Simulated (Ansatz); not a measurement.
# Ta4Si: the cost of one run

Computed with Ansatz 0.2.0 (DFT PBE, scalar-relativistic, plane waves, PAW, unless a step's input says otherwise).

2 further runs of the same task are left out: 2 set aside as unsound or not needed.

### Step 1. The starting structure

The structure is monoclinic, space group Pm (No. 6). Conventional cell: a = 2.986 Å, b = 4.223 Å, c = 19.792 Å, α = 90.00°, β = 90.00°, γ = 90.00°. Ta (site symmetry m) is surrounded by 7 Ta at 2.99 to 3.06 Å. Ta (site symmetry m) has 11 Ta at 2.80 to 3.03 Å as nearest neighbours. Ta (site symmetry m) has 11 Ta at 2.86 to 3.06 Å as nearest neighbours. Ta (site symmetry m) has 2 Si at 2.59 to 3.11 Å and 7 Ta at 2.80 to 2.99 Å as nearest neighbours. Si (site symmetry m) is surrounded by 1 Ta at 2.59 Å.

As a file:

```xyz
5
Lattice="2.9862 0.0000 0.0000 0.0000 4.2231 0.0000 0.0000 0.0000 19.7920" Properties=species:S:1:pos:R:3 pbc="T T T"
Ta    1.4931    2.1115    4.0000
Ta    0.0000    0.0000    5.4931
Ta    1.4931    2.1115    7.0628
Ta    0.0000    0.0000    8.2920
Si    0.9954    0.0000   10.6837
```

This is the geometry of the first run shown, built on a cell relaxed beforehand with the same method.

### Step 2. Plan of the line

Atoms count from 1 in the order of the input.

Si is moved over the surface cell; relaxed at each place: the height of the adsorbate's atoms; substrate rigid; the origin of the map has the adsorbate above Ta4.

The axes are (1) position of Si5 along the first surface vector, from above Ta4: 6 values from 0.000 to 0.833, periodic; (2) position of Si5 along the second surface vector, from above Ta4: 10 values from 0.0 to 0.9, periodic.

Relaxed at each point: the height of the adsorbate's atoms; substrate rigid. Points are written as (first, second).

The two vectors of the plane (Å): (2.986, 0.000, 0.000); (0.000, 4.223, 0.000).

### Step 3. Grid point (2/6, 0/10) of the map's two axes

Input file input.yaml:

```yaml
crystal:
  lattice:
    - [2.986180352, 0.0, 0.0]
    - [0.0, 4.2230967535, 0.0]
    - [0.0, 0.0, 19.7920392286]
  atoms:
    - { symbol: Ta, position: [0.5, 0.5, 0.2021014588] }
    - { symbol: Ta, position: [0.0, 0.0, 0.2775403844] }
    - { symbol: Ta, position: [0.5, 0.5, 0.3568510217] }
    - { symbol: Ta, position: [0.0, 0.0, 0.4189583061] }
    - { symbol: Si, position: [0.3333333333, 0.0, 0.53980026] }
basis:
  ecutwfc: 420
kpoints:
  mp_grid: { grid: [9, 6, 1] }
hamiltonian:
  xc: pbe
  pseudopotentials: { kind: paw, azcp: { folder: soft_1 } }
scf:
  occupations: { method: gaussian, width: 0.1 }
output:
  forces: true
  eigenvalues: true
relax:
  adjacent_minimum: "off"
  f_tol: 0.025
  max_steps: 16
  constraints: [{ sites: [0, 1, 2, 3] }, { sites: [4], fix: xy }]
efield:
  axis: 3
  dipole_correction: true
  ramp_width: 0.04
```

The run is started by

```bash
$ ansatz run input.yaml --threads 2 --pin off --max-ram 6144MiB --backend cpu --events-out ev --progress --plain --runs-dir out
```

What time and memory should one allow on 2 threads of Intel Xeon 6975P-C (Granite Rapids), shared host?

About 14 s, with a peak of 0.55 GiB.
